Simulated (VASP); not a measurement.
# Sn (Im-3m) in VASP: further runs

The runs below take Sn through relaxation of cell and atoms, single point, with rev-vdW-DF2, LDA.

Everything below comes from runs of VASP 6.6.1. Logs are shortened: lines on timing, memory, paths and dates and some standing lists are left out, and cuts for length are marked.

### Step 1. The structure

It takes space group Im-3m (No. 229, cubic). The conventional cell has a = 3.789 Å, b = 3.789 Å, c = 3.789 Å, α = 90.00°, β = 90.00°, γ = 90.00°. Sn (site symmetry m-3m) is surrounded by 8 Sn at 3.28 Å.

This isn't the form of Sn at room conditions, which is tetragonal (white tin).

### Step 2. Relaxation of cell and atoms, rev-vdW-DF2

Input file INCAR:

```
SYSTEM = Sn
PREC = Accurate
ENCUT = 600
EDIFF = 1E-7
ISMEAR = -1
SIGMA = 0.05
LREAL = .False.
LASPH = .True.
NELM = 80
ALGO = Normal
ISIF = 3
LWAVE = .False.
LCHARG = .False.
GGA = MK
LUSE_VDW = .True.
AGGAC = 0.0
PARAM1 = 0.1234
PARAM2 = 0.711357
ZAB_VDW = -1.8867
IBRION = 2
NSW = 60
EDIFFG = -0.01
```

Input file KPOINTS:

```
regular mesh
0
Gamma
  10 10 10
  0 0 0
```

Input file POSCAR:

```
Sn
1.0
   -1.8946518192      1.8946518192      1.8946518192
    1.8946518192     -1.8946518192      1.8946518192
    1.8946518192      1.8946518192     -1.8946518192
Sn
1
Direct
    0.0000000000      0.0000000000      0.0000000000
```

Potentials or basis: VASP PAW PBE potentials, release 64 (Sn_d).

Launch:

```sh
$ cat potpaw_PBE.64/Sn_d/POTCAR > POTCAR
$ mpirun -np 1 vasp_std > vasp.out
```

OUTCAR:

```text
SYSTEM = Sn
   PREC = Accurate
   ENCUT = 600
   EDIFF = 1E-7
   ISMEAR = -1
   LREAL = .False.
   LASPH = .True.
   NELM = 80
   ISIF = 3
   GGA = MK
   IBRION = 2
   NSW = 60
   EDIFFG = -0.01

 ion  position               nearest neighbor table
   1  0.000  0.000  0.000-

  LATTYP: Found a body centered cubic cell.
 ALAT       =     3.7893036384

  Lattice vectors:

 A1 = (  -1.8946518192,   1.8946518192,   1.8946518192)
 A2 = (   1.8946518192,  -1.8946518192,   1.8946518192)
 A3 = (   1.8946518192,   1.8946518192,  -1.8946518192)

Analysis of symmetry for initial positions (statically):
=====================================================================
 Subroutine PRICEL returns:
 Original cell was already a primitive cell.

 Routine SETGRP: Setting up the symmetry group for a
 body centered cubic supercell.

 Subroutine GETGRP returns: Found 48 space group operations
 (whereof 48 operations were pure point group operations)
 out of a pool of 48 trial point group operations.

The static configuration has the point symmetry O_h .

Analysis of symmetry for dynamics (positions and initial velocities):
=====================================================================
 Subroutine PRICEL returns:
 Original cell was already a primitive cell.

 Routine SETGRP: Setting up the symmetry group for a
 body centered cubic supercell.

 Subroutine GETGRP returns: Found 48 space group operations
 (whereof 48 operations were pure point group operations)
 out of a pool of 48 trial point group operations.

The dynamic configuration has the point symmetry O_h .

 Subroutine INISYM returns: Found 48 space group operations
 (whereof 48 operations are pure point group operations),
 and found     1 'primitive' translations

----------------------------------------------------------------------------------------

                                     Primitive cell

  volume of cell :      27.2050

  direct lattice vectors                    reciprocal lattice vectors
    -1.894651819  1.894651819  1.894651819     0.000000000  0.263900731  0.263900731
     1.894651819 -1.894651819  1.894651819     0.263900731  0.000000000  0.263900731
     1.894651819  1.894651819 -1.894651819     0.263900731  0.263900731  0.000000000

  length of vectors
     3.281633214  3.281633214  3.281633214     0.373211993  0.373211993  0.373211993

  position of ions in fractional coordinates (direct lattice)
     0.000000000  0.000000000  0.000000000

  ion indices of the primitive-cell ions
   primitive index   ion index
                 1           1

----------------------------------------------------------------------------------------

 KPOINTS: regular mesh

Automatic generation of k-mesh.
 Grid dimensions read from file:
 generate k-points for:   10   10   10

 Generating k-lattice:

  Cartesian coordinates                     Fractional coordinates (reciprocal lattice)
     0.000000000  0.026390073  0.026390073     0.100000000  0.000000000  0.000000000
     0.026390073  0.000000000  0.026390073     0.000000000  0.100000000  0.000000000
     0.026390073  0.026390073  0.000000000     0.000000000  0.000000000  0.100000000

  Length of vectors
     0.037321199  0.037321199  0.037321199

  Shift w.r.t. Gamma in fractional coordinates (k-lattice)
     0.000000000  0.000000000  0.000000000

 Subroutine IBZKPT returns following result:
 ===========================================

 Found     47 irreducible k-points:

 Following reciprocal coordinates:
            Coordinates               Weight
  0.000000  0.000000  0.000000      1.000000
  0.100000  0.000000  0.000000     12.000000
  0.200000  0.000000  0.000000     12.000000
  0.300000  0.000000  0.000000     12.000000
  0.400000  0.000000  0.000000     12.000000
  0.500000  0.000000  0.000000      6.000000
[... 16 lines left out ...]
  0.300000  0.300000  0.100000      8.000000
 -0.300000  0.300000  0.100000     24.000000
 [... further k-points ...]
   k-points           NKPTS =     47   k-points in BZ     NKDIM =     47   number of bands    NBANDS=     11
   number of dos      NEDOS =    301   number of ions     NIONS =      1
   total plane-waves  NPLWV =  21952
   dimension x,y,z NGX =    28 NGY =   28 NGZ =   28
   dimension x,y,z NGXF=    56 NGYF=   56 NGZF=   56
   ions per type =               1
   NGX,Y,Z   is equivalent  to a cutoff of  14.18, 14.18, 14.18 a.u.
   NGXF,Y,Z  is equivalent  to a cutoff of  28.37, 28.37, 28.37 a.u.
 SYSTEM =  Sn
   PREC   = accura    normal or accurate (medium, high low for compatibility)
   ISTART =      0    job   : 0-new  1-cont  2-samecut
   ICHARG =      2    charge: 1-file 2-atom 10-const
   ISPIN  =      1    spin polarized calculation?
   LNONCOLLINEAR =      F non collinear calculations
   LSORBIT =      F    spin-orbit coupling
   LASPH  =      T    aspherical Exc in radial PAW
   ENCUT  =  600.0 eV  44.10 Ry    6.64 a.u.   6.55  6.55  6.55*2*pi/ulx,y,z
   NELM   =     80;   NELMIN=  2; NELMDL= -5     # of ELM steps
   EDIFF  = 0.1E-06   stopping-criterion for ELM
   LREAL  =      F    real-space projection
   EDIFFG = -.1E-01   stopping-criterion for IOM
   NSW    =     60    number of steps for IOM
   IBRION =      2    ionic relax: 0-MD 1-quasi-New 2-CG
   NFREE  =      1    steps in history (QN), initial steepest desc. (CG)
   ISIF   =      3    stress and relaxation
   ISYM   =      2    0-nonsym 1-usesym 2-fastsym
   POTIM  = 0.5000    time-step for ionic-motion
   TEBEG  =    0.0;   TEEND  =   0.0 temperature during run
   PSTRESS=    0.0 pullay stress
   NELECT =      14.0000    total number of electrons
   NUPDOWN=      -1.0000    fix difference up-down
   EMIN   =  10.00;   EMAX   =-10.00  energy-range for DOS
   EFERMI =   0.00;   METHOD = LEGACY
   ISMEAR =    -1;   SIGMA  =   0.05  broadening in eV -4-tet -1-fermi 0-gaus
   EFERMI_NEDOS =   21; number of points for ismear=-14 and -15
   IALGO  =     38    algorithm
   IMIX   =      4    mixing-type and parameters
     AMIX     =   0.40;   BMIX     =  1.00
     AMIX_MAG =   1.60;   BMIX_MAG =  1.00
  volume/ion in A,a.u.               =      27.20       183.59
  Fermi-wavevector in a.u.,A,eV,Ry     =   1.311902  2.479136 23.416813  1.721087
  Thomas-Fermi vector in A             =   2.442332
   LORBIT       =      0    0 simple, 1 ext, 2 COOP (PROOUT), +10 PAW based schemes
   GGA     = MK    functional components
   LHFCALC =     F    Hartree Fock is set to
   AEXX    =    0.0000 exact exchange contribution
   IVDW_NL    =     1    kernel type
   BPARAM     = 6.3000
   IVDW    =     0    specifies the selected vdW correction
   LEPSILON=     F    determine dielectric tensor
   LRPA    =     F    only Hartree local field effects (RPA)
 conjugate gradient relaxation of ions
 non-spin polarized calculation
  energy-cutoff  :      600.00
  volume of cell :       27.20
 maximum number of plane-waves:       935
 NGX is ok and might be reduce to    28
   NGX = 13   NGY = 13   NGZ = 13

 number of electron      13.9999996 magnetization

 Free energy of the ion-electron system (eV)
  ---------------------------------------------------
  ext. energy  EPLUGINS =         0.00000000
  ---------------------------------------------------
  free energy    TOTEN  =        -0.94378710 eV

  energy without entropy =       -0.93642879  energy(sigma->0) =       -0.94010794

 E-fermi :   7.9257     XC(G=0): -10.3950

 val. band max:        7.8207094159   @ k =   0.2000   0.2000   0.0000
 cond. band min:       7.9277516615   @ k =   0.3000   0.0000   0.0000
 fundamental gap:      0.1070422457
 Fermi energy:         7.9256565440

 k-point     1 :       0.0000    0.0000    0.0000
  band No.  band energies     occupation
      1     -13.5465      2.00000
      2     -13.5465      2.00000
      3     -13.5465      2.00000
      4     -13.4071      2.00000
      5     -13.4071      2.00000
      6      -3.1281      2.00000
      7      15.7930      0.00000
      8      15.7930      0.00000
      9      15.7930      0.00000
     10      20.2162      0.00000
     11      20.2162      0.00000

 k-point     2 :       0.1000    0.0000    0.0000
  band No.  band energies     occupation
      1     -13.5509      2.00000
      2     -13.5401      2.00000
      3     -13.5257      2.00000
      4     -13.4120      2.00000
      5     -13.4077      2.00000
      6      -2.9108      2.00000
      7      14.1088      0.00000
      8      15.0281      0.00000
      9      15.5250      0.00000
     10      18.6037      0.00000
     11      18.9285      0.00000

 k-point     3 :       0.2000    0.0000    0.0000
  band No.  band energies     occupation
      1     -13.5623      2.00000
      2     -13.5266      2.00000
      3     -13.4708      2.00000
      4     -13.4221      2.00000
      5     -13.4093      2.00000
      6      -2.2583      2.00000
      7      11.0111      0.00000
      8      13.6813      0.00000
      9      14.8395      0.00000
     10      17.4120      0.00000
     11      17.7728      0.00000

 k-point     4 :       0.3000    0.0000    0.0000
  band No.  band energies     occupation
      1     -13.5763      2.00000
      2     -13.5201      2.00000
      3     -13.4258      2.00000
      4     -13.4112      2.00000
      5     -13.4019      2.00000
      6      -1.1760      2.00000
      7       7.9278      0.97905
      8      12.5148      0.00000
      9      14.0934      0.00000
     10      16.6163      0.00000
     11      16.9567      0.00000

 k-point     5 :       0.4000    0.0000    0.0000
  band No.  band energies     occupation
      1     -13.5877      2.00000
      2     -13.5250      2.00000
      3     -13.4195      2.00000
      4     -13.4126      2.00000
      5     -13.3454      2.00000
      6       0.2849      2.00000
      7       5.2141      2.00000
      8      11.7577      0.00000
      9      13.5683      0.00000
     10      16.1564      0.00000
     11      16.4723      0.00000
[... 211 lines left out ...]
 k-point    21 :       0.3000    0.2000    0.1000
  band No.  band energies     occupation
      1     -13.5538      2.00000
      2     -13.4928      2.00000
      3     -13.4182      2.00000
      4     -13.4147      2.00000
      5     -13.3868      2.00000
      6       1.8653      2.00000
      7       5.1071      2.00000
      8       7.5482      1.99895
      9       9.8838      0.00000
     10      20.7728      0.00000
     11      22.3886      0.00000

 k-point    22 :      -0.2000    0.2000    0.1000
  band No.  band energies     occupation
      1     -13.5410      2.00000
      2     -13.5164      2.00000
      3     -13.4740      2.00000
      4     -13.4359      2.00000
      5     -13.4093      2.00000
      6      -2.0416      2.00000
      7      11.1205      0.00000
      8      12.8944      0.00000
      9      13.7061      0.00000
     10      16.8857      0.00000
     11      18.8620      0.00000

 k-point    23 :       0.3000    0.3000    0.1000
  band No.  band energies     occupation
      1     -13.5469      2.00000
      2     -13.4486      2.00000
      3     -13.4486      2.00000
      4     -13.4080      2.00000
      5     -13.4080      2.00000
      6       2.5063      2.00000
      7       5.7280      2.00000
      8       5.7280      2.00000
      9       9.6166      0.00000
     10      21.9013      0.00000
     11      22.8951      0.00000

 k-point    24 :      -0.3000    0.3000    0.1000
  band No.  band energies     occupation
      1     -13.5542      2.00000
      2     -13.5089      2.00000
      3     -13.4396      2.00000
      4     -13.4158      2.00000
      5     -13.4046      2.00000
      6      -0.9615      2.00000
      7       8.1052      0.05366
      8      11.7618      0.00000
      9      13.1002      0.00000
     10      17.0147      0.00000
     11      18.0419      0.00000

 [... further k-points ...]
[... 5 lines left out ...]
  --------------------------------------------------------------------------------------
  -------------------------------------------------------------------------------------
  Total       -0.0034504     -0.0034504     -0.0034504     -0.0000000      0.0000000      0.0000000
  in kB       -0.2032066     -0.2032066     -0.2032066     -0.0000000      0.0000000      0.0000000
  external PRESSURE =      -0.2032066 kB  Pullay stress =       0.0000000 kB

 VOLUME and BASIS-vectors are now :
 -----------------------------------------------------------------------------
  energy-cutoff  :      600.00
  volume of cell :       27.20
      direct lattice vectors                 reciprocal lattice vectors
    -1.894651819  1.894651819  1.894651819     0.000000000  0.263900731  0.263900731
     1.894651819 -1.894651819  1.894651819     0.263900731  0.000000000  0.263900731
     1.894651819  1.894651819 -1.894651819     0.263900731  0.263900731  0.000000000

 POSITION                                       TOTAL-FORCE (eV/Angst)
 -----------------------------------------------------------------------------------
      0.00000      0.00000      0.00000         0.000000     -0.000000      0.000000
 -----------------------------------------------------------------------------------
    total drift:                               -0.000000     -0.000000     -0.000000

  FREE ENERGIE OF THE ION-ELECTRON SYSTEM (eV)
  ---------------------------------------------------
  free  energy   TOTEN  =        -0.9437870958 eV

  energy  without entropy=       -0.9364287901  energy(sigma->0) =       -0.94010794

Total vdW correction in eV:      2.1812344

 reached required accuracy - stopping structural energy minimisation
```

Wall time 22 s (1 thread of Intel Xeon 6975P-C (Granite Rapids), shared host); peak memory 0.32 GiB.

Results:

| Property | Result |
| --- | --- |
| Free energy | -0.9438 eV |
| Pressure after relaxing | 0.0 GPa |
| Band gap on the k mesh | none (metal or under the smearing width) |

Final structure:
```yaml
crystal:
  lattice:
    - [-1.89465, 1.89465, 1.89465]
    - [1.89465, -1.89465, 1.89465]
    - [1.89465, 1.89465, -1.89465]
  atoms:
    - { symbol: Sn, position: [0.00000, 0.00000, 0.00000] }
```

Caveat: the relaxation stopped at its first step, so nothing moved; the PAW data sets were made with another functional, which shifts forces and pressure a little.

### Step 3. Single point, LDA

Input file INCAR:

```
PREC = Accurate
ENCUT = 500
EDIFF = 1E-7
ISMEAR = 0
SIGMA = 0.02
LREAL = F
LASPH = T
NELM = 100
ALGO = Normal
ISIF = 2
LWAVE = F
LCHARG = F
GGA = CA
```

Input file KPOINTS:

```
regular mesh
0
Gamma
  10 10 10
```

Input file POSCAR:

```
Sn
3.2816
   -0.577356112628      0.577356112628      0.577356112628
    0.577356112628     -0.577356112628      0.577356112628
    0.577356112628      0.577356112628     -0.577356112628
Sn
1
Direct
    0.0000000000      0.0000000000      0.0000000000
```

Potentials or basis: VASP PAW LDA potentials, release 64 (Sn).

Launch:

```sh
$ cat potpaw_LDA.64/Sn/POTCAR > POTCAR
$ mpirun -np 1 vasp_std > vasp.out
```

It took 2.1 s on 1 thread of Intel Xeon 6975P-C (Granite Rapids), shared host; peak memory 0.13 GiB.

Results (log left out):

```
Free energy            : -4.4191 eV
Pressure               : -3.5 GPa
Band gap on the k mesh : none (metal or under the smearing width)
```

Levels at points of the mesh, in eV from the Fermi level:
| k point | band 1 | band 2 | band 3 | band 4 | band 5 | band 6 |
| --- | --- | --- | --- | --- | --- | --- |
| (0.00, 0.00, 0.00) | -11.07 | 7.86 | 7.86 | 7.86 | 12.30 | 12.30 |
| (0.50, 0.00, 0.00) | -6.47 | -4.37 | 3.56 | 5.43 | 7.98 | 8.28 |
| (0.50, 0.50, 0.50) | -2.57 | -0.47 | -0.47 | -0.47 | 3.97 | 3.97 |
